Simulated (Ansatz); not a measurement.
Crystal: Pd.

```xyz
2
Lattice="2.7837 0.0000 0.0000 -1.3918 2.4107 0.0000 0.0000 0.0000 4.6289" Properties=species:S:1:pos:R:3 pbc="T T T"
Pd    0.0000    1.6071    1.1572
Pd    1.3918    0.8036    3.4717
```

This isn't the form of Pd at room conditions, which is fcc.

| Item | Value |
| --- | --- |
| Program | Ansatz 0.2.0 |
| Task | relaxation of cell and atoms |
| Functional | revPBE |
| Dispersion | D4 |
| Potentials or basis | Ansatz PAW |
| Cutoff | 420 eV (not typed: the program's choice for these potentials) |
| k mesh | 11 × 11 × 6 |
| Occupations | fermi-dirac, width 0.05 eV |
| Spin | no spin polarisation |

At the start: volume 15.53 Å³/atom.

Question: How do energy, volume and symmetry change on relaxing?

Answer: It ends after 7 steps and the volume is 14.96 Å³/atom (-3.7 %); space group P6_3/mmc (No. 194, to 0.05 Å).

The path:
| step | energy change (eV) | largest force (eV/Å) | volume (Å³) |
| --- | --- | --- | --- |
| 1 | 0.0000 | 0.0000 | 31.06 |
| 2 | -0.0031 | 0.0000 | 28.92 |
| 3 | -0.0227 | 0.0000 | 30.01 |
| 4 | -0.0230 | 0.0000 | 29.92 |
| 5 | -0.0230 | 0.0000 | 29.92 |
| 6 | -0.0230 | 0.0000 | 29.92 |
| 7 | -0.0223 | 0.0000 | 29.92 |

Final structure:
```
Pd
1.0
     2.74677    0.00000    0.00000
    -1.37338    2.37877    0.00000
     0.00000    0.00000    4.57938
Pd
2
Direct
  0.33333 0.66667 0.25000
  0.66667 0.33333 0.75000
```

Caveat: the plane-wave basis is chosen anew once the cell has moved, so the energies of steps on either side of that aren't comparable; pairwise dispersion overbinds metals, which lowers pressure and volume; the PAW data sets come from PBE, with cores solved anew for the run's functional, which leaves a small shift of forces and pressure.
